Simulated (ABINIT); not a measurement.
# ZnSe (Stilleite) (F-43m) in ABINIT: a series of runs, part 2 of 2

ABINIT 10.8.3 (patched build). The steps go on from the part before.

## 3. Single point, LDA

The input, run.abi:

```
# Pseudopotentials
pp_dirpath "./"
pseudos "Se.upf, Zn.upf"

# Structure
acell 3*1.0
rprim
     0.0000000000     5.3551058920     5.3551058920
     5.3551058920     0.0000000000     5.3551058920
     5.3551058920     5.3551058920     0.0000000000
ntypat 2
znucl 34 30
natom 2
typat 1 2
xcart
     8.0326588379     8.0326588379     8.0326588379
     0.0000000000     0.0000000000     0.0000000000

# Plane-wave basis
ecut 1061.244064 eV

# k points
kptopt 1
ngkpt 6 6 6
nshiftk 1
shiftk 0.0 0.0 0.0

# Exchange and correlation
ixc 7

# Bands and occupations
nband 22
occopt 3
tsmear 0.05 eV

# SCF cycle
nstep 100
tolvrs 1.0e-10

# Output
iomode 3
prtwf 0
prteig 0
prtebands 0
enunit 1
prtvol 2
prtden 1
prtvha 1
prtvclmb 1
prtpot 1
prtelf 1
```

Potentials or basis: PseudoDojo NC SR LDA v0.4.1 standard.

The run is started by

```console
$ abinit run.abi > log 2>&1
```

run.abo:

```text
.Version 10.8.3 of ABINIT
 Symmetries : space group F-4 3 m (#216); Bravais cF (face-center cubic)
================================================================================
 Values of the parameters that define the memory need of the present run
     intxc =       0    ionmov =       0      iscf =       7    lmnmax =       6
     lnmax =       6     mgfft =      45  mpssoang =       3    mqgrid =    3001
     natom =       2  nloc_mem =       1    nspden =       1   nspinor =       1
    nsppol =       1      nsym =      24    n1xccc =    2501    ntypat =       2
    occopt =       3   xclevel =       1
       mpw =        3593          nfft =       91125          nkpt =          16
================================================================================
================================================================================

--------------------------------------------------------------------------------
------------- Echo of variables that govern the present computation ------------
--------------------------------------------------------------------------------
 -outvars: echo values of preprocessed input variables --------
            acell      1.0000000000E+00  1.0000000000E+00  1.0000000000E+00 Bohr
              amu      7.89600000E+01  6.53900000E+01
             ecut      3.90000000E+01 Hartree
           enunit           1
              ixc           7
         kptrlatt        6    0    0      0    6    0      0    0    6
          kptrlen      4.54395803E+01
            natom           2
            nband          22
            ngfft          45      45      45
             nkpt          16
            nstep         100
             nsym          24
           ntypat           2
           occopt           3
        prtebands           0
           prteig           0
           prtelf           1
           prtpot           1
         prtvclmb           1
           prtvha           1
           prtvol           2
            prtwf           0
            rprim      0.0000000000E+00  5.3551058920E+00  5.3551058920E+00
                       5.3551058920E+00  0.0000000000E+00  5.3551058920E+00
                       5.3551058920E+00  5.3551058920E+00  0.0000000000E+00
[... 274 lines left out ...]
-121.29290  -75.91079  -75.91076  -75.91076  -43.87641  -43.87580  -43.87580  -43.87100
 -43.87071   -9.07565   -3.43185   -3.21730   -3.21730   -3.05703   -2.92636   -1.63859
   0.98844    0.98844    6.00250    6.51306   13.67915   14.27176
 kpt#  14, nband= 22, wtk=  0.11111, kpt=  0.5000  0.3333  0.1667 (reduced coord)
-121.29290  -75.91077  -75.91074  -75.91074  -43.87616  -43.87594  -43.87583  -43.87093
 -43.87074   -9.29504   -3.37315   -3.33029   -3.22995   -3.08883   -3.03655   -1.07445
   0.70442    1.64403    7.75876    8.02524    9.53320   12.18466
 kpt#  15, nband= 22, wtk=  0.11111, kpt= -0.3333  0.3333  0.1667 (reduced coord)
-121.29290  -75.91078  -75.91076  -75.91075  -43.87613  -43.87606  -43.87582  -43.87091
 -43.87086   -9.14260   -3.35455   -3.30160   -3.14058   -3.11036   -2.86024   -1.61725
   0.31206    1.28924    7.84059    8.60556   10.18549   12.03475
 kpt#  16, nband= 22, wtk=  0.05556, kpt= -0.3333  0.5000  0.1667 (reduced coord)
-121.29290  -75.91078  -75.91076  -75.91075  -43.87624  -43.87593  -43.87579  -43.87089
 -43.87073   -9.07193   -3.36837   -3.25489   -3.18244   -3.09051   -2.83374   -1.58390
   0.53229    0.60635    7.50757    7.87626   11.30844   11.64526
 Total charge density [el/Bohr^3]
)     Maximum=    4.3733E+00  at reduced coord.    0.0222    0.0667    0.9556
)Next maximum=    4.3733E+00  at reduced coord.    0.0667    0.0222    0.9556
)     Minimum=    1.9654E-03  at reduced coord.    0.2444    0.2444    0.2444
)Next minimum=    1.9654E-03  at reduced coord.    0.2667    0.2444    0.2444
   Integrated=    3.6000E+01

--- !EnergyTerms
iteration_state     : {dtset: 1, }
comment             : Components of total free energy in Hartree
kinetic             :  1.70473217702882E+02
hartree             :  1.24781618135335E+02
xc                  : -4.60039277450167E+01
Ewald energy        : -1.64371564841345E+02
psp_core            :  6.45919174651042E+00
local_psp           : -3.22524739081256E+02
non_local_psp       : -9.89648332502293E+01
internal            : -3.30151037333120E+02
'-kT*entropy'       : -2.34526661749983E-08
total_energy        : -3.30151037356572E+02
total_energy_eV     : -8.98386739702099E+03
band_energy         : -4.35004120788757E+01
...

 Cartesian components of stress tensor (hartree/bohr^3)
  sigma(1 1)=  1.31789597E-04  sigma(3 2)=  0.00000000E+00
  sigma(2 2)=  1.31789597E-04  sigma(3 1)=  0.00000000E+00
  sigma(3 3)=  1.31789597E-04  sigma(2 1)=  0.00000000E+00

-Cartesian components of stress tensor (GPa)         [Pressure= -3.8774E+00 GPa]
- sigma(1 1)=  3.87738380E+00  sigma(3 2)=  0.00000000E+00
- sigma(2 2)=  3.87738380E+00  sigma(3 1)=  0.00000000E+00
- sigma(3 3)=  3.87738380E+00  sigma(2 1)=  0.00000000E+00

== END DATASET(S) ==============================================================
================================================================================

 -outvars: echo values of variables after computation  --------
            acell      1.0000000000E+00  1.0000000000E+00  1.0000000000E+00 Bohr
           etotal     -3.3015103736E+02
            fcart     -4.1190953429E-25 -4.1190953429E-25  1.2357286029E-24
                       4.1190953429E-25  4.1190953429E-25 -1.2357286029E-24
            rprim      0.0000000000E+00  5.3551058920E+00  5.3551058920E+00
                       5.3551058920E+00  0.0000000000E+00  5.3551058920E+00
                       5.3551058920E+00  5.3551058920E+00  0.0000000000E+00
           strten      1.3178959683E-04  1.3178959683E-04  1.3178959683E-04
                       0.0000000000E+00  0.0000000000E+00  0.0000000000E+00
           xangst      4.2506999971E+00  4.2506999971E+00  4.2506999971E+00
                      -5.2918085778E-11 -5.2918321739E-11 -5.2918321739E-11
             xred      7.4999999999E-01  7.4999999999E-01  7.4999999999E-01
                      -9.3370311482E-12 -9.3369478815E-12 -9.3369478815E-12
 Calculation completed.
```

Run time: 77 s. Hardware: 1 thread of Intel Xeon Platinum 8375C at 2.90GHz (Ice Lake), shared host; peak memory 0.09 GiB.

What came out:

| Item | Value |
| --- | --- |
| Free energy | -8983.8674 eV |
| Pressure | -3.9 GPa |
| Band gap on the k mesh | 1.03 eV, direct |
| Valence electrons inside the program's atomic spheres | Se 13.26; Zn 18.14 |

## 4. Relaxation of cell and atoms, LDA

The input, run.abi:

```
# Pseudopotentials
pp_dirpath "./"
pseudos "Se.upf, Zn.upf"

# Structure
acell 4.0075983931 4.0075983931 4.0075983931 Angstrom
rprim
     0.0000000000     0.7071067812     0.7071067812
     0.7071067812     0.0000000000     0.7071067812
     0.7071067812     0.7071067812     0.0000000000
ntypat 2
znucl 34 30
natom 2
typat 1 2
chkprim 0
chksymtnons 0
tolsym 1.0e-6
xred
            3/4            3/4            3/4
            0.0            0.0            0.0

# Plane-wave basis
ecut 1170.089609 eV
ecutsm 0.5

# k points
kptopt 1
ngkpt 6 6 6
nshiftk 1
shiftk 0.0 0.0 0.0

# Exchange and correlation
ixc 7

# Bands and occupations
nband 22
occopt 3
tsmear 0.05 eV

# SCF cycle
nstep 80
tolvrs 1.0e-12

# Output
iomode 3
prteig 0
prtebands 0
prtwf 0
prtden 0

# Relaxation
ionmov 2
optcell 2
ntime 50
tolmxf 2.0e-5
dilatmx 1.08
```

The run is started by

```console
$ abinit run.abi > log 2>&1
```

It took 4.1 min on 1 thread of Intel Xeon 6975P-C (Granite Rapids), shared host; peak memory 0.11 GiB.

Results (log left out):

```
Free energy                            : -8983.8991 eV
Relaxed volume                         : 21.57 Å³/atom
Relaxed cell                           : a = 3.937 Å, b = 3.937 Å, c = 3.937 Å, α = 60.00°, β = 60.00°, γ = 60.00°
Space group after relaxing (to 0.05 Å) : F-43m (No. 216)
Energy gained by relaxing              : 13.2 meV/atom
Ionic steps                            : 5
Pressure after relaxing                : 0.0 GPa
Band gap on the k mesh                 : 1.25 eV, direct
```

The path:
```
step  energy change (eV)  largest force (eV/Å)  pressure (GPa)  volume (Å³)
   1              0.0000                0.0000           -3.40        45.51
   2             -0.0091                0.0000           -2.80        45.04
   3             -0.0263                0.0000            0.26        42.99
   4             -0.0265                0.0000           -0.02        43.15
   5             -0.0265                0.0000            0.00        43.14
```

Final structure:
```yaml
crystal:
  lattice:
    - [0.00000, 2.78368, 2.78368]
    - [2.78368, 0.00000, 2.78368]
    - [2.78368, 2.78368, 0.00000]
  atoms:
    - { symbol: Se, position: [0.75000, 0.75000, 0.75000] }
    - { symbol: Zn, position: [0.00000, 0.00000, 0.00000] }
```

A k mesh can miss the band edges. Zero-point motion and thermal expansion aren't in these numbers.

## 5. Single point, LDA (cell relaxed)

The input, run.abi:

```
# Pseudopotentials
pp_dirpath "./"
pseudos "Se.upf, Zn.upf"

# Structure
acell 7.4393076163 7.4393076163 7.4393076163
rprim
     0.0000000000     0.7071067812     0.7071067812
     0.7071067812     0.0000000000     0.7071067812
     0.7071067812     0.7071067812     0.0000000000
ntypat 2
znucl 34 30
natom 2
typat 1 2
xcart
     7.8905772943     7.8905772943     7.8905772943
     0.0000000000     0.0000000000     0.0000000000
chkprim 0
chksymtnons 0
tolsym 1.0e-6

# Plane-wave basis
ecut 43.0

# k points
kptopt 1
ngkpt 6 6 6
nshiftk 1
shiftk 0.0 0.0 0.0

# Exchange and correlation
ixc 7

# Bands and occupations
nband 22
occopt 3
tsmear 0.00183747

# SCF cycle
nstep 100
tolvrs 1.0e-10

# Output
iomode 3
prtwf 0
prtden 0
prteig 0
prtebands 0
enunit 1
```

The run is started by

```console
$ abinit run.abi > log 2>&1
```

It took 42 s on 1 thread of Intel Xeon 6975P-C (Granite Rapids), shared host; peak memory 0.09 GiB.

It converged, with:

* Free energy: -8983.8991 eV
* Pressure: 0.0 GPa
* Band gap on the k mesh: 1.25 eV, direct
* Valence electrons inside the program's atomic spheres: Se 13.28; Zn 18.15

Levels at points of the mesh, in eV from the valence-band top:
```tsv
k point	band 15	band 16	band 17	band 18	band 19	band 20	band 21	band 22
(0.00, 0.00, 0.00)	-6.45	0.00	0.00	0.00	1.25	5.70	5.70	5.70
(0.50, 0.00, 0.00)	-6.27	-5.64	-0.95	-0.95	2.45	6.29	6.29	8.48
(0.50, 0.50, 0.00)	-6.25	-5.06	-2.40	-2.40	2.69	3.32	10.90	11.46
```

## 6. The runs side by side

| task | level | potentials or basis | cell | cutoff (eV) | cell freedom (optcell) | optimiser (ionmov) | cutoff smearing ecutsm (Ha) | force stop (Ha/bohr) | gap on the mesh (eV) | pressure (GPa) |
| --- | --- | --- | --- | --- | --- | --- | --- | --- | --- | --- |
| single point | PBE | PseudoDojo NC SR PBE v0.4.1 standard | as given | 1170 | - | - | - | - | 1.29 | 2.1 |
| single point | LDA | PseudoDojo NC SR LDA v0.4.1 standard | as given | 1061 | - | - | - | - | 1.03 | -3.9 |
| relaxation of cell and atoms | LDA | PseudoDojo NC SR LDA v0.4.1 standard | relaxed | 1170 | 2 | 2 | 0.5 | 2e-05 | 1.25 | 0.0 |
| single point | LDA | PseudoDojo NC SR LDA v0.4.1 standard | cell relaxed | 1170 | - | - | - | - | 1.25 | 0.0 |

Alike in all rows: no spin polarisation; k mesh 6 × 6 × 6; smearing fermi-dirac 0.05 eV.

Total energies depend on the potentials used, so only differences within one code and one set of settings carry meaning.

## 7. Against experiment

Step 2. Measured gap of ZnSe: 2.695 eV (an exciton energy, a little under the gap; 300 K; “Alloy Disordering Effects on the Thermal Conductivity and Energy Gap Temperature Dependence of Cd1−xZnxSe Ternary Crystals Grown by the Bridgman Method”, 2023, pmc:10253836). This calculation gives 1.29 eV (-1.41 eV). So large a miss can be the level of theory's own, or it may mean another phase, state or a wrong row. Spin-orbit coupling on Se is left out. The value is that of PBE, without temperature or zero-point motion. Semilocal functionals fall short of measured gaps as a rule.

Step 3. A measured gap of ZnSe is 2.695 eV (an exciton energy, a little under the gap; 300 K; “Alloy Disordering Effects on the Thermal Conductivity and Energy Gap Temperature Dependence of Cd1−xZnxSe Ternary Crystals Grown by the Bridgman Method”, 2023, pmc:10253836); the calculated 1.03 eV misses it by -1.67 eV. So large a miss can be the level of theory's own, or it may mean another phase, state or a wrong row. Spin-orbit coupling on Se is left out. The value is that of LDA, without temperature or zero-point motion. Semilocal functionals fall short of measured gaps as a rule.
